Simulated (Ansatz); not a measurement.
**SiC: a jump of H**

Computed with Ansatz, DFT PBE, scalar-relativistic, plane waves, PAW. Run with 420 eV cutoff, 2×2×2 k-mesh, shifted by half a step, Gaussian smearing of 0.02 eV, no spin polarisation.

Host crystal, relaxed:

```yaml
crystal:
  lattice:
    - [0.00000, 2.18986, 2.18986]
    - [2.18986, 0.00000, 2.18986]
    - [2.18986, 2.18986, 0.00000]
  atoms:
    - { symbol: Si, position: [0.25000, 0.25000, 0.25000] }
    - { symbol: C, position: [0.00000, 0.00000, 0.00000] }
```

In a supercell of 32 host sites with charge +1, interstitial H hops to an equivalent place, moving 1.09 Å between the relaxed ends. Climbing-image nudged elastic band at fixed cell with images 0 (start) to 6 (end), the path measured over all atoms, converged to 0.05 eV/Å; the order of the saddle wasn't checked, and the small cell leaves errors of about a tenth of an eV. Zero-point motion and tunnelling, which matter for H, are left out.

Supercell rows in host cell vectors: 1 1 -3; -3 1 1; 1 1 1. H was set at (0.500, 0.500, 0.500) of the host cell.

At the relaxed start H has 1 C at 1.12 Å.

(1) How high is the barrier, and where does the atom pass?

Answers

(1) 0.51 eV at image 3, where H has 2 C at 1.50 Å, 1 Si at 1.64 Å.